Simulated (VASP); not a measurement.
Si, 1 atom in the cell. Symmetry: Fm-3m, No. 225, cubic system. The conventional cell has a = 3.742 Å, b = 3.742 Å, c = 3.742 Å, α = 90.00°, β = 90.00°, γ = 90.00°. Si (site symmetry m-3m) is surrounded by 12 Si at 2.65 Å. This isn't the form of Si at room conditions, which is diamond. The cell isn't the ideal one: a relaxed cell with its volume scaled by 0.96.

| Property | Result |
| --- | --- |
| Program | VASP 6.6.1 |
| Task | relaxation of the atoms |
| Functional | PBE |
| Dispersion | D3(BJ) |
| Potentials or basis | VASP PAW PBE potentials, release 64 (Si) |
| Cutoff | 600 eV |
| k mesh | 16 × 16 × 16 |
| Occupations | methfessel-paxton, width 0.1 eV |
| Spin | no spin polarisation |
| Further INCAR settings | ALGO = Fast; EDIFF = 1e-07; IBRION = 2; EDIFFG = -0.01; NSW = 40 |

Potentials or basis: VASP PAW PBE potentials, release 64 (Si).

The run is started by

```bash
$ cat potpaw_PBE.64/Si/POTCAR > POTCAR
$ mpirun -np 1 vasp_std > vasp.out
```

Hardware: 1 thread of Intel(R) Xeon(R) 6975P-C (Granite Rapids), with other jobs on the host.

**Question.** How long does it take, and how much memory?

**Answer.** It took 5.4 s on 1 thread of Intel(R) Xeon(R) 6975P-C (Granite Rapids), with other jobs on the host, peak memory 0.14 GiB. Counts: scf iterations 13, k points 145, ion steps 1.
